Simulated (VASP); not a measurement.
# KF: single point with PBE

Crystal: KF.

```
K F
1.0
     2.10450    1.21503    3.43709
    -2.10450    1.21503    3.43709
     0.00000   -2.43007    3.43709
K F
1 1
Direct
  0.24937 0.24937 0.24937
  0.99939 0.99939 0.99939
```

The cell was built by a generator and needn't be a form met in nature.

- Program: VASP 6.6.1
- Task: single point
- Functional: PBE
- Potentials or basis: VASP PAW PBE potentials, release 64 (K_sv, F)
- Cutoff: 520 eV
- k mesh: 6 × 6 × 6
- Occupations: gaussian, width 0.02 eV
- Spin: no spin polarisation
- Dipole correction: no
- Further INCAR settings: ALGO = Normal; EDIFF = 1e-06; NBANDS = 15

| Item | Value |
| --- | --- |
| Pressure | 0.0 GPa |
| Band gap on the k mesh | 5.05 eV, indirect (least direct gap 5.23 eV) |

Levels at points of the mesh, in eV from the valence-band top:
```
           k point  band 5  band 6  band 7  band 8  band 9  band 10  band 11  band 12
(0.00, 0.00, 0.00)   -9.73   -0.18   -0.18   -0.18    5.05    11.60    11.60    11.70
(0.50, 0.00, 0.00)   -9.77   -0.26   -0.10   -0.10    7.86     8.99    10.74    10.74
(0.50, 0.50, 0.00)   -9.75   -0.41    0.00    0.00    8.14     8.28    11.99    12.71
(0.50, 0.50, 0.50)   -9.77   -0.26   -0.10   -0.10    7.86     8.99    10.74    10.74
```

Run time: 21 s on 1 thread of AMD EPYC 7R13 Processor (Zen 3), on a shared host, peak memory 0.15 GiB.

A k mesh can miss the band edges.
